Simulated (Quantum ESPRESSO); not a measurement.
# Co: single point with PBE

Co:

```xyz
2
Lattice="2.4720 0.0000 0.0000 -1.2360 2.1408 0.0000 0.0000 0.0000 4.0211" Properties=species:S:1:pos:R:3 pbc="T T T"
Co    1.2570    0.6694    2.9866
Co    0.0418    1.3977    0.9655
```

The cell isn't the ideal one: atoms moved at random, drawn with an rms of 0.05 Å.

- Program: Quantum ESPRESSO 7.5
- Task: single point
- Functional: PBE
- Potentials or basis: SSSP 1.3 efficiency PBE
- Cutoff: 748 eV
- Density cutoff: 5987 eV
- k mesh: 12 × 12 × 7
- Occupations: fermi-dirac, width 0.05 eV
- Spin: collinear spin, ferromagnetic start
- Starting moments: [2.0, 2.0] μB

| Property | Result |
| --- | --- |
| Pressure | 5.0 GPa |
| Largest force | 0.092 eV/Å |
| Band gap on the k mesh | none (metal or under the smearing width) |
| Net moment | 3.29 μB per cell |
| Absolute moment | 3.65 μB per cell |
| Site moments | Co +1.73 μB |
| Valence electrons inside the program's atomic spheres | Co 15.54 |

Forces in eV/Å, atoms in the order of the input:
```
Co   0.050  0.036 -0.069
Co  -0.050 -0.036  0.069
```

Stress tensor (GPa, compression positive):
```
 5.59 -0.44 -0.03
-0.44  6.21 -0.02
-0.03 -0.02  3.22
```

Levels at points of the mesh, in eV from the Fermi level:
Spin up:
| k point | band 17 | band 18 | band 19 | band 20 | band 21 | band 22 |
| --- | --- | --- | --- | --- | --- | --- |
| (0.00, 0.00, 0.00) | -2.01 | -0.97 | -0.88 | -0.30 | 6.30 | 21.97 |
| (0.00, -0.50, 0.00) | -0.71 | -0.61 | 1.28 | 3.25 | 9.72 | 10.39 |
| (0.50, -0.50, 0.00) | -0.71 | -0.62 | 1.27 | 3.27 | 9.70 | 10.37 |
| (-0.50, 0.00, 0.00) | -0.69 | -0.63 | 1.16 | 3.38 | 9.54 | 10.19 |
Spin down:
```
            k point  band 11  band 12  band 13  band 14  band 15  band 16  band 17  band 18  band 19  band 20
 (0.00, 0.00, 0.00)    -1.03    -0.97    -0.94    -0.59    -0.57    -0.36    -0.16    -0.07     1.09     1.17
(0.00, -0.50, 0.00)    -3.36    -1.97    -1.14    -1.09    -0.65     1.29     1.39     1.47     2.67     4.35
(0.50, -0.50, 0.00)    -3.36    -1.96    -1.13    -1.09    -0.65     1.29     1.39     1.47     2.66     4.36
(-0.50, 0.00, 0.00)    -3.42    -1.92    -1.13    -1.00    -0.62     1.31     1.40     1.46     2.57     4.47
```

Wall time 10 min on 2 threads of Intel(R) Xeon(R) 6975P-C (Granite Rapids), with other jobs on the host, peak memory 0.56 GiB.
